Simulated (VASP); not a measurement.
# SiC (Moissanite 3C) (F-43m) in VASP: further runs, part 2 of 2

VASP 6.6.1.

## Step 4: Single point, r2SCAN

INCAR

```
PREC     = Accurate       # precision mode
ENCUT    = 900            # plane-wave cutoff, eV
EDIFF    = 1E-7           # SCF threshold, eV
ISMEAR   = 0              # smearing method
SIGMA    = 0.05           # smearing width, eV
LREAL    = F              # projectors in reciprocal space
LASPH    = T              # aspherical terms in the spheres
NELM     = 100            # most SCF steps
ALGO     = Normal         # electronic algorithm
ISIF     = 2              # what is computed and relaxed
LWAVE    = F              # write WAVECAR
LCHARG   = F              # write CHGCAR
METAGGA  = R2SCAN         # meta-GGA
LMIXTAU  = T            
ADDGRID  = F
```

KPOINTS

```
regular mesh
0
Gamma
  6 6 6
```

POSCAR

```
SiC
1.0
    0.0000000000      2.1790000000      2.1790000000
    2.1790000000      0.0000000000      2.1790000000
    2.1790000000      2.1790000000      0.0000000000
Si C
1 1
Direct
    0.0000000000      0.0000000000      0.0000000000
    0.7500000000      0.7500000000      0.7500000000
```

Potentials or basis: VASP PAW PBE potentials, release 64 (Si, C).

On the command line:

```
cat potpaw_PBE.64/Si/POTCAR potpaw_PBE.64/C/POTCAR > POTCAR
mpirun -np 1 vasp_std > vasp.out
```

OUTCAR:

```text
PREC = Accurate
   ENCUT = 900
   EDIFF = 1E-7
   ISMEAR = 0
   LREAL = F
   LASPH = T
   NELM = 100
   ISIF = 2
   METAGGA = R2SCAN

 Found     16 irreducible k-points:

 Following reciprocal coordinates:
            Coordinates               Weight
  0.000000  0.000000  0.000000      1.000000
  0.166667  0.000000  0.000000      8.000000
  0.333333  0.000000  0.000000      8.000000
  0.500000  0.000000  0.000000      4.000000
[... 141 lines left out ...]

 [... further k-points ...]

------------------------ aborting loop because EDIFF is reached ----------------------------------------

  FORCE on cell =-STRESS in cart. coord.  units (eV):
  Direction    XX          YY          ZZ          XY          YZ          ZX
  --------------------------------------------------------------------------------------
  -------------------------------------------------------------------------------------
  Total       -0.0598407     -0.0598407     -0.0598407     -0.0000000     -0.0000000      0.0000000
  in kB       -4.6334621     -4.6334621     -4.6334621     -0.0000000     -0.0000000      0.0000000
  external PRESSURE =      -4.6334621 kB  Pullay stress =       0.0000000 kB

 VOLUME and BASIS-vectors are now :
 -----------------------------------------------------------------------------
  energy-cutoff  :      900.00
  volume of cell :       20.69
      direct lattice vectors                 reciprocal lattice vectors
     0.000000000  2.179000000  2.179000000    -0.229463056  0.229463056  0.229463056
     2.179000000  0.000000000  2.179000000     0.229463056 -0.229463056  0.229463056
     2.179000000  2.179000000  0.000000000     0.229463056  0.229463056 -0.229463056

 POSITION                                       TOTAL-FORCE (eV/Angst)
 -----------------------------------------------------------------------------------
      0.00000      0.00000      0.00000        -0.000000      0.000000     -0.000000
      3.26850      3.26850      3.26850         0.000000     -0.000000      0.000000
 -----------------------------------------------------------------------------------
    total drift:                               -0.000000     -0.000000     -0.000000

  FREE ENERGIE OF THE ION-ELECTRON SYSTEM (eV)
  ---------------------------------------------------
  free  energy   TOTEN  =       -19.3263279752 eV

  energy  without entropy=      -19.3263279752  energy(sigma->0) =      -19.32632798
```

stdout:

```text
POSCAR found type information on POSCAR SiC
 POSCAR found :  2 types and       2 ions
 scaLAPACK will be used
 -----------------------------------------------------------------------------
|                                                                             |
|                                                                             |
|     You enforced a specific xc type in the INCAR file but a different       |
|     I HOPE YOU KNOW WHAT YOU ARE DOING!                                     |
|                                                                             |
 -----------------------------------------------------------------------------

 LDA part: xc-table for (None), standard interpolation
 POSCAR, INCAR and KPOINTS ok, starting setup
 FFT: planning ... GRIDC
 FFT: planning ... GRID_SOFT
 FFT: planning ... GRID
 WAVECAR not read
 entering main loop
```

Wall time 20 s (1 thread of Intel Xeon 6975P-C (Granite Rapids), shared host); peak memory 0.17 GiB.

These settings aren't checked as converged: the numbers below hold their error.

What came out:

```
Free energy            : -19.3263 eV
Pressure               : -0.5 GPa
Band gap on the k mesh : 1.72 eV, indirect (least direct gap 5.06 eV)
```

Caveat: the PAW data sets were made with another functional, which shifts forces and pressure a little.

## Step 5: Single point, r2SCAN

Changes to INCAR since step 4:

```diff
@@ -1,3 +1,3 @@
 PREC     = Accurate       # precision mode
-ENCUT    = 900            # plane-wave cutoff, eV
+ENCUT    = 340            # plane-wave cutoff, eV
 EDIFF    = 1E-7           # SCF threshold, eV
```

KPOINTS

```
regular mesh
0
Gamma
  11 11 11
```

POSCAR is that of step 4.

On the command line:

```
cat potpaw_PBE.64/Si/POTCAR potpaw_PBE.64/C/POTCAR > POTCAR
mpirun -np 1 vasp_std > vasp.out
```

Wall time 18 s (1 thread of Intel Xeon 6975P-C (Granite Rapids), shared host); peak memory 0.12 GiB.

The run converged, but a check on its numbers failed (symmetry, net force, bounds or a known fault of this set-up), so they aren't taken as properties of the crystal.

Caveat: the cutoff lies under the usual one of these potentials, so the numbers hold a large basis-set error; the PAW data sets were made with another functional, which shifts forces and pressure a little; an odd mesh through Γ misses points on the zone boundary, where band edges often lie.

## Step 6: Single point, r2SCAN

Changes to INCAR since step 5:

```diff
@@ -1,3 +1,3 @@
 PREC     = Accurate       # precision mode
-ENCUT    = 340            # plane-wave cutoff, eV
+ENCUT    = 400            # plane-wave cutoff, eV
 EDIFF    = 1E-7           # SCF threshold, eV
```

KPOINTS is that of step 5.

POSCAR is that of step 5.

Potentials or basis: VASP PAW PBE potentials, release 64 (Si, C).

On the command line:

```
cat potpaw_PBE.64/Si/POTCAR potpaw_PBE.64/C/POTCAR > POTCAR
mpirun -np 1 vasp_std > vasp.out
```

Run time: 19 s. Hardware: 1 thread of Intel Xeon 6975P-C (Granite Rapids), shared host; peak memory 0.12 GiB.

These settings aren't checked as converged: the numbers below hold their error.

Results:

| Property | Result |
| --- | --- |
| Free energy | -19.3354 eV |
| Band gap on the k mesh | 1.82 eV, indirect (least direct gap 5.12 eV) |

Caveat: the cutoff is under 1.25 times the usual one of these potentials, so pressure, stress and relaxed cells hold a basis-set (Pulay) error; the PAW data sets were made with another functional, which shifts forces and pressure a little; an odd mesh through Γ misses points on the zone boundary, where band edges often lie.

## Step 7: For comparison

An earlier run on the cell as given: functional PBE; potentials or basis VASP PAW PBE potentials, release 64 (Si, C); cutoff 520 eV; k mesh 10 × 10 × 10; occupations fermi-dirac, width 0.05 eV; no spin polarisation.

- Pressure: 3.2 GPa
- Band gap on the k mesh: 1.36 eV, indirect (least direct gap 4.54 eV)
